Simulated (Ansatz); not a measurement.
Input for Ansatz (plane-wave DFT, PAW):

```yaml
crystal:
  lattice:
    - [3.8336984434, -2.1966042501, 0.0174124277]
    - [3.8336984434, 2.1966042501, 0.0174124277]
    - [-0.0673835084, 0.0, 5.876764366]
  atoms:
    - { symbol: Te, position: [0.685078521, 0.685078521, 0.6638734163] }
    - { symbol: Te, position: [0.314921479, 0.314921479, 0.3361265837] }
    - { symbol: Te, position: [0.0, 0.0, 0.0] }
basis:
  ecutwfc: 420
kpoints:
  mp_grid: { grid: [8, 8, 4] }
  band_path:
    path:
      - [[0.0, 0.0, 0.0], [-0.33207665, 0.33207665, 0.0]]
      - [[-0.66792335, -0.33207665, 0.0], [-0.5, -0.5, 0.0], [0.0, 0.0, 0.0], [-0.5, -0.5, 0.5], [-0.66866473, -0.33133527, 0.5]]
      - [[-0.33133527, 0.33133527, 0.5], [0.0, 0.0, 0.5], [0.0, 0.0, 0.0]]
      - [[-0.5, 0.0, 0.5], [0.0, 0.0, 0.0], [-0.5, 0.0, 0.0]]
    npoints: 4
hamiltonian:
  xc: hse06
scf:
  occupations: { method: gaussian, width: 0.1 }
output:
  forces: true
  stress: true
  eigenvalues: true
  populations: true
  dos: { projected: true, de: 0.02 }
  bader: false
  write_density: true
  write_potential: true
  elf: true
  volumetric_format: npy
```

Run as
```bash
ansatz run input.yaml --threads 2 --pin off --max-ram 5120MiB --backend cpu --events-out ev --progress --plain --runs-dir out
```

Method: DFT HSE06, scalar-relativistic, plane waves, PAW (Ansatz 0.2.0).

Abridged output:

```
Warning: output.stress: scf.convergence.dr2_threshold = 1e-7 eV (the SCF's general default) is looser than the 3e-10 eV advised for a printed stress (1e-10 eV for each atom of the cell: 3). ...
Warning: output.stress: scf.exx.energy_threshold = 1e-6 eV is looser than the 3e-8 eV advised for a stress under a hybrid functional (1e-8 eV for each atom of the cell: 3). ...
Pseudopotentials: kind: paw
Pseudopotential: Te, paw, valence charge 16, recommended cutoff 420 eV (normal)
Functional definition: HSE06
Crystal: 3 atoms, lattice volume = 98.983 Å³
Basis set: ecut = 420 eV, 1941 PW (Γ), exchange–correlation on 60×60×80 points (8 copies of the dense FFT grid, shifted against one another)
Bands: 29, of which v1, the nominal top of the filled ones, is band 24 counted from 1 (23 counted from 0)
Symmetry: 4 space group operations
Space group: C2/m (ITA 12), of the structure as read, at distance tolerance 4.6e-5 Å
k-points: 78 of 256
Initial density: superposition of atomic densities (neutral atoms: chi_scale 0, normalization atom), corrected by the library's trained network
Initial wavefunctions: pseudopotential atomic-orbital guess
Functional: x = pbe(κ = 0.804, μ = 0.21951497), c = pbe(β = 0.06672455), warm-up for x = pbe(κ = 0.804, μ = 0.21951497) + 0.25 (exact − pbe) at short range (hse, ω = 0.20786987 Å⁻¹), c = pbe(β = 0.06672455); HSE06 as pw.x's `hse` composes it (authors' and Libxc's form: `xc: wpbeh`)
SCF iter   1: F=—  HF=-20939.750876 eV  |F-HF|=—  |Δ(HF+E_count)|=         —  Δρ=1.57e-3  dr2=2.32e-3  ethr=1.77e-3  ⟨swp⟩=10.2  Hψ=9193  notcnv=2
SCF iter   2: F=—  HF=-20939.751768 eV  |F-HF|=—  |Δ(HF+E_count)|=   8.92e-4  Δρ=9.46e-4  dr2=8.63e-4  ethr=4.83e-6  ⟨swp⟩=3.9  Hψ=6137  notcnv=0  defer=12
SCF iter   3: F=—  HF=-20939.751869 eV  |F-HF|=—  |Δ(HF+E_count)|=   1.01e-4  Δρ=1.33e-4  dr2=3.23e-5  ethr=7.09e-8  ⟨swp⟩=3.0  Hψ=9191  notcnv=0  defer=1
SCF iter   4: F=—  HF=-20939.751877 eV  |F-HF|=—  |Δ(HF+E_count)|=   7.68e-6  Δρ=6.58e-5  dr2=7.18e-6  ethr=6.73e-8  ⟨swp⟩=3.0  Hψ=4622  notcnv=0
SCF iter   5: F=—  HF=-20939.751881 eV  |F-HF|=—  |Δ(HF+E_count)|=   4.38e-6  Δρ=1.55e-5  dr2=2.44e-7  ethr=1.49e-8  ⟨swp⟩=3.0  Hψ=4865  notcnv=0
SCF iter   6: F=—  HF=-20939.751882 eV  |F-HF|=—  |Δ(HF+E_count)|=   4.80e-7  Δρ=4.56e-6  dr2=2.58e-8  ethr=5.08e-10  ⟨swp⟩=3.3  Hψ=5722  notcnv=0
SCF iter   7: F=—  HF=-20939.751882 eV  |F-HF|=—  |Δ(HF+E_count)|=   3.74e-8  Δρ=1.55e-6  dr2=6.73e-9  ethr=5.38e-11  ⟨swp⟩=3.1  Hψ=5695  notcnv=0
SCF iter   8: F=—  HF=-20939.751882 eV  |F-HF|=—  |Δ(HF+E_count)|=   3.13e-9  Δρ=7.60e-7  dr2=1.44e-9  ethr=1.40e-11  ⟨swp⟩=3.0  Hψ=4676  notcnv=0
SCF iter   9: F=-20939.751882 eV  HF=-20939.751882 eV  |F-HF|=1.46e-11  |Δ(HF+E_count)|=  6.40e-10  Δρ=3.22e-7  dr2=2.94e-10  ethr=3.01e-12  ⟨swp⟩=3.0  Hψ=4840  notcnv=0
SCF 1 converged in 9 iterations: F = -20939.751882 eV  dr2 = 2.94e-10
Initial density: handed on by an earlier stage of this run
Initial wavefunctions: those handed on with the density
Functional: x = pbe(κ = 0.804, μ = 0.21951497) + 0.25 (exact − pbe) at short range (hse, ω = 0.20786987 Å⁻¹), c = pbe(β = 0.06672455); HSE06 as pw.x's `hse` composes it (authors' and Libxc's form: `xc: wpbeh`)
Exchange kernel: α = 0.2500, screened, ω = 0.2079 Å⁻¹, Wigner–Seitz truncation, v(0) = 1046.8617 eV·Å³, q-mesh 8×8×4, nearest image of the exchange supercell L = 23.51 Å, pair-density grid 18×18×25, without the augmentation charges, whose exchange is taken in its separable form by FFT convolution over the k-point mesh (sized by the pseudopotential files, 27×27×40 at the most), smooth part of the exact exchange by density-matrix convolution
Frozen-core exchange: fock
SCF iter   1: F=—  HF=-20952.597963 eV  |F-HF|=—  |Δ(HF+E_count)|=         —  Δρ=3.76e-3  dr2=1.13e-2  ethr=1.77e-5  ⟨swp⟩=4.5  Hψ=13327  notcnv=0
SCF iter   2: F=—  HF=-20952.595566 eV  |F-HF|=—  |Δ(HF+E_count)|=   2.40e-3  Δρ=2.18e-3  dr2=5.11e-3  ethr=1.77e-5  ⟨swp⟩=2.0  Hψ=4145  notcnv=0
SCF iter   3: F=—  HF=-20952.593955 eV  |F-HF|=—  |Δ(HF+E_count)|=   1.61e-3  Δρ=2.77e-4  dr2=1.69e-3  ethr=8.51e-6  ⟨swp⟩=3.0  Hψ=4817  notcnv=0
SCF iter   4: F=—  HF=-20952.602118 eV  |F-HF|=—  |Δ(HF+E_count)|=   8.16e-3  Δρ=7.77e-4  dr2=7.40e-4  ethr=2.70e-7  ⟨swp⟩=4.1  Hψ=7770  notcnv=0
SCF iter   5: F=—  HF=-20952.601910 eV  |F-HF|=—  |Δ(HF+E_count)|=   2.08e-4  Δρ=1.31e-4  dr2=1.64e-4  ethr=2.70e-7  ⟨swp⟩=3.2  Hψ=4880  notcnv=0
SCF iter   6: F=—  HF=-20952.602438 eV  |F-HF|=—  |Δ(HF+E_count)|=   5.28e-4  Δρ=2.56e-4  dr2=1.03e-4  ethr=2.90e-8  ⟨swp⟩=4.1  Hψ=7074  notcnv=0
SCF iter   7: F=—  HF=-20952.602474 eV  |F-HF|=—  |Δ(HF+E_count)|=   3.60e-5  Δρ=9.88e-5  dr2=1.74e-5  ethr=2.90e-8  ⟨swp⟩=3.9  Hψ=5327  notcnv=0
SCF iter   8: F=-20952.602473 eV  HF=-20952.602473 eV  |F-HF|=6.05e-7  |Δ(HF+E_count)|=   8.41e-7  Δρ=2.43e-5  dr2=1.46e-6  ethr=2.90e-8  ⟨swp⟩=3.2  Hψ=4769  notcnv=0
SCF 2 stopped early in 8 iterations: F = -20952.602473 eV  dr2 = 1.46e-6
  Residual-converged pass: ⟨swp⟩=4.1  Hψ=6820  notcnv=0  max |occ|·‖R‖ = 6.6e-6 eV (tolerance 6.7e-6 eV) dr2=1.51e-6  dr2_onsite=3.53e-8  max |Δocc| = 8.3e-9
hybrid outer 1: dexx = +1.096e-2 eV, tail = 1.49e-4 eV
Exchange kernel: α = 0.2500, screened, ω = 0.2079 Å⁻¹, Wigner–Seitz truncation, v(0) = 1046.8617 eV·Å³, q-mesh 8×8×4, nearest image of the exchange supercell L = 23.51 Å, pair-density grid 18×18×25, without the augmentation charges, whose exchange is taken in its separable form by FFT convolution over the k-point mesh (sized by the pseudopotential files, 27×27×40 at the most), smooth part of the exact exchange by density-matrix convolution
Frozen-core exchange: fock
SCF iter   1: F=—  HF=-20952.602392 eV  |F-HF|=—  |Δ(HF+E_count)|=         —  Δρ=2.98e-5  dr2=1.63e-6  ethr=1.55e-6  ⟨swp⟩=3.6  Hψ=4746  notcnv=0
SCF iter   2: F=—  HF=-20952.602393 eV  |F-HF|=—  |Δ(HF+E_count)|=   1.02e-6  Δρ=2.65e-5  dr2=1.12e-6  ethr=3.28e-9  ⟨swp⟩=4.0  Hψ=7132  notcnv=0
SCF iter   3: F=—  HF=-20952.602393 eV  |F-HF|=—  |Δ(HF+E_count)|=   2.07e-7  Δρ=1.07e-5  dr2=2.36e-7  ethr=2.32e-9  ⟨swp⟩=2.2  Hψ=4190  notcnv=0  defer=13
SCF iter   4: F=—  HF=-20952.602392 eV  |F-HF|=—  |Δ(HF+E_count)|=   2.51e-8  Δρ=5.23e-6  dr2=6.03e-8  ethr=4.74e-10  ⟨swp⟩=3.6  Hψ=5274  notcnv=0  defer=16
SCF iter   5: F=—  HF=-20952.602392 eV  |F-HF|=—  |Δ(HF+E_count)|=   1.06e-9  Δρ=2.11e-6  dr2=6.97e-9  ethr=1.24e-10  ⟨swp⟩=3.5  Hψ=4855  notcnv=0  defer=19
SCF iter   6: F=—  HF=-20952.602392 eV  |F-HF|=—  |Δ(HF+E_count)|=   2.65e-9  Δρ=1.30e-6  dr2=4.75e-9  ethr=1.30e-11  ⟨swp⟩=3.7  Hψ=6208  notcnv=0  defer=26
SCF iter   7: F=-20952.602392 eV  HF=-20952.602392 eV  |F-HF|=1.67e-10  |Δ(HF+E_count)|=  5.28e-10  Δρ=4.74e-7  dr2=2.22e-10  ethr=9.39e-12  ⟨swp⟩=3.3  Hψ=4442  notcnv=0  defer=18
SCF 3 converged in 7 iterations: F = -20952.602392 eV  dr2 = 2.22e-10
  Residual-converged pass: ⟨swp⟩=4.0  Hψ=6584  notcnv=0  max |occ|·‖R‖ = 2.5e-7 eV (tolerance 2.7e-7 eV) dr2=2.12e-10  dr2_onsite=3.95e-11  max |Δocc| = 1.8e-12
hybrid outer 2: dexx = +5.382e-7 eV, tail = 1.15e-8 eV, Δε = 2.24e-3 eV (about 5.45e-5 eV left of the loop's levels), ΔF = 1.10e-3 eV/Å (tail 3.51e-4)
hybrid SCF converged: 2 outer / 15 inner (+9 warm-up), last move |dexx| = 5.38e-7 eV, tail = 1.15e-8 eV
Stability not checked: this state was not tested for a lower state beside it, because the functional holds exact exchange (a hybrid, or Hartree-Fock), whose exchange loop this test does not read (fock_operator; see scf.lower_state_search)
Free energy (F): -20952.602393 eV
Frozen-core exchange: fock
Harris-Foulkes:  -20952.602393 eV  (|F-HF|=1.67e-10)
Internal energy: -20952.597292 eV  (E = F + TS)
E sigma→0 (E₀):  -20952.599842 eV
Entropy (-TS):   -0.005101 eV (-1.700 meV/atom)
Fermi energy:    9.058558 eV
--- Per-component energies (eV) ---
  E_band       = -881.175802
  E_kinetic    = 537.245004
  E_local      = -3656.523657  (includes V_loc(G=0)·N_el)
  E_nonlocal   = -936.178761
  E_hartree    = 2361.543100
  E_xc         = -299.780547
  E_vxc        = -250.427943  (∫ρ·V_xc dr)
  E_exx        = -134.575282  (= α·E_x^exact, valence–valence)
  E_paw        = -13936.020520  (= ΣΔE_a)
  E_vpaw       = -1029.225549  (= ΣTr[D̂ρ^β])
  E_aug_tail   = -0.000572  (compensation charges beyond the density's cutoff)
  E_ewald      = -4887.763929
  E_core_change = -0.542128  (= ΣΔE_core)
  E_smearing   = -0.005101  (= −TS)
--- Forces (eV/Å), atoms counted from 1 ---
  atom   1  Te     0.27808493     0.00000000    -0.12340989
  atom   2  Te    -0.27808493     0.00000000     0.12340989
  atom   3  Te     0.00000000     0.00000000     0.00000000
--- Stress (GPa, compression-positive) ---
       -1.761261       0.000000      -0.178703
        0.000000      -1.815371       0.000000
       -0.178703       0.000000      -2.306539
  P = ⅓ Tr σ = -1.9611 GPa (-19.611 kbar)
--- Band table (eV; the first three rows and the last of 78) ---
  k-point 0: bands = ["-31.1510", "-31.1254", "-31.0983", "-31.0779", "-31.0626", "-31.0508", "-31.0426", "-31.0320", "-31.0291", "-30.9988", "-30.9538", "-30.9345", "-30.9085", "-30.7863", "-30.7846", "-6.0444", "-2.4021", "-2.3376", "6.0066", "6.0087", "6.5806", "6.7549", "6.9776", "6.9928", "10.3046", "10.3180", "10.8427", "14.5241", "14.8391"]
  k-point 1: bands = ["-31.1500", "-31.1256", "-31.0981", "-31.0791", "-31.0587", "-31.0500", "-31.0434", "-31.0311", "-31.0282", "-31.0098", "-30.9483", "-30.9346", "-30.9085", "-30.7860", "-30.7846", "-5.7964", "-3.8694", "-0.8333", "5.5830", "5.9394", "6.0119", "7.2690", "7.3550", "7.6844", "9.6346", "9.6779", "10.1560", "13.7210", "14.8937"]
  k-point 2: bands = ["-31.1491", "-31.1257", "-31.0979", "-31.0802", "-31.0561", "-31.0451", "-31.0442", "-31.0291", "-31.0275", "-31.0236", "-30.9440", "-30.9347", "-30.9086", "-30.7858", "-30.7846", "-5.1638", "-4.9414", "-0.0505", "5.0204", "5.8905", "5.9351", "7.7566", "7.9631", "8.5073", "8.7768", "8.9080", "9.2668", "13.4631", "14.4420"]
  k-point 77: bands = ["-31.1504", "-31.1255", "-31.0983", "-31.0780", "-31.0492", "-31.0429", "-31.0382", "-31.0305", "-31.0279", "-31.0116", "-30.9650", "-30.9354", "-30.9091", "-30.7861", "-30.7846", "-4.2412", "-3.2987", "-2.7694", "2.3736", "5.3281", "5.4605", "5.6109", "5.8181", "9.0613", "9.6828", "11.8001", "11.9683", "13.9955", "14.2246"]
--- Löwdin populations: 3 sites ---
  site symbol q [e]
     0     Te     15.9294
     1     Te     15.9294
     2     Te     16.0085
  spilling = 0.002766 (of n_electrons = 48.000000)
```

The run converged.

Time: 18 min on 2 threads of Intel(R) Xeon(R) Platinum 8375C CPU @ 2.90GHz (Ice Lake) (shared host), peak memory 4.4 GiB.